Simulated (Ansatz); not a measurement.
Computed with DFT PBE, scalar-relativistic, plane waves, PAW (Ansatz). Settings: cutoff 420 eV, Γ-centred meshes spaced at most about 0.3 Å⁻¹, and about 0.25 Å⁻¹ or finer for metals (2π included), Gaussian smearing. No spin polarisation in the final relaxations.

Temperature and zero-point effects are left out.

Two forms of Be were relaxed alike.

A.

```yaml
crystal:
  lattice:
    - [2.14392, 0.00000, 0.00000]
    - [-1.07196, 1.85669, 0.00000]
    - [0.00000, 0.00000, 2.45535]
  atoms:
    - { symbol: Be, position: [0.00000, 0.00000, 0.00000] }
```

B.

```yaml
crystal:
  lattice:
    - [-1.15303, 1.79986, 3.08194]
    - [1.15303, -1.79986, 3.08194]
    - [1.15303, 1.79986, -3.08194]
  atoms:
    - { symbol: Be, position: [0.19483, 0.19483, 0.00000] }
    - { symbol: Be, position: [0.80517, 0.80517, 0.00000] }
    - { symbol: Be, position: [0.50000, 0.00000, 0.50000] }
```

Question: Which would you expect to be lower, and how large is the difference?

Answer: B is lower, by 0.31 eV/atom. A has the simple hexagonal type, space group P6/mmm (No. 191), 9.8 Å³/atom and no gap on its mesh; B has space group Immm (No. 71), 8.5 Å³/atom and no gap. Counting all near atoms (those within 1.25 times the shortest distance at each site; a plus sign parts nearer from farther groups; a slash parts the counts of unlike sites), A has Be 6+2 and B has Be 10/11. The denser one is the lower, and pressure would at first widen the difference. In A, Be has 6 Be at 2.14 Å and 2 Be at 2.46 Å. In B, around Be on a site of symmetry mm2 lie 11 Be at 2.16–2.40 Å; Be on a site of symmetry mmm is surrounded by 10 Be at 2.16–2.31 Å. Both come from invented guesses. The part of the Crystallography Open Database at hand lists Be in space groups No. 18, 194; no cell shown has one of them.

Cells relaxed within their symmetry can be saddle points.
